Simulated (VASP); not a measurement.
Crystal: BaTiO3.

```
CELL_PARAMETERS angstrom
2.82737 1.63238 2.31839
-2.82737 1.63238 2.31839
0.00000 -3.26476 2.31839
ATOMIC_POSITIONS crystal
Ba 0.00000 0.00000 0.00000
Ti 0.48450 0.48450 0.48450
O 0.50860 0.50860 0.01750
O 0.01750 0.50860 0.50860
O 0.50860 0.01750 0.50860
```

```yaml
Program: VASP 6.6.1
Task: relaxation of cell and atoms
Functional: r2SCAN
Potentials_or_basis: VASP PAW PBE potentials, release 64 (Ba_sv, Ti_sv, O)
Cutoff: 600 eV
k_mesh: 7 × 7 × 7
Occupations: gaussian, width 0.03 eV
Spin: no spin polarisation
```

At the start: pressure 3.8 GPa; volume 12.84 Å³/atom.

How do energy, volume and symmetry change on relaxing?

Over 8 steps the energy falls by 3.4 meV/atom and the volume is 13.14 Å³/atom (+2.3 %); space group R3m (No. 160, to 0.05 Å).

The path:
```tsv
step	energy change (eV)	largest force (eV/Å)	pressure (GPa)	volume (Å³)
1	0.0000	0.2558	3.78	64.20
2	0.0092	0.3093	-4.27	67.05
3	-0.0155	0.0907	0.04	65.44
4	-0.0162	0.0610	0.03	65.50
5	-0.0167	0.0482	0.01	65.61
6	-0.0169	0.0247	0.02	65.64
7	-0.0170	0.0060	0.03	65.67
8	-0.0170	0.0036	-0.03	65.70
```

Final structure:
```
Ba Ti O
1.0
     2.84878    1.64475    2.33706
    -2.84878    1.64475    2.33706
     0.00000   -3.28949    2.33706
Ba Ti O
1 1 3
Direct
  0.99752 0.99752 0.99752
  0.48426 0.48426 0.48426
  0.50932 0.50932 0.01877
  0.01877 0.50932 0.50932
  0.50932 0.01877 0.50932
```

Caveat: the PAW data sets were made with another functional, which shifts forces and pressure a little.
